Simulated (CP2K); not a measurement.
ZnO (zincite):

```
Zn O
1.0
     3.24931    0.00000    0.00000
    -1.62465    2.81398    0.00000
     0.00000    0.00000    5.20571
Zn O
2 2
Cartesian
  1.6247 0.9380 0.0000
  0.0000 1.8760 2.6029
  0.0000 1.8760 4.5759
  1.6247 0.9380 1.9730
```

Base run:

* Program: CP2K 2026.2
* Functional: BLYP
* Potentials or basis: POTENTIAL_UZH Zn GTH-PBE-q12, O GTH-PBE-q6; TZVP-MOLOPT-PBE-GTH basis
* Density cutoff: 11565 eV
* k mesh: 9 × 9 × 5
* Occupations: fermi-dirac, width 0.05 eV
* Spin: no spin polarisation

Its results: band gap on the k mesh 0.96 eV, direct; pressure 11.5 GPa.

Question: The run is repeated on the same cell with these changes: functional from BLYP to rev-vdW-DF2. What comes out?

Answer: Band gap on the k mesh 0.73 eV, direct; pressure 4.2 GPa.

Caveats: the potentials were made for another functional, which shifts forces and pressure; the basis of atomic orbitals isn't converged, which shifts pressures, moduli and gaps.

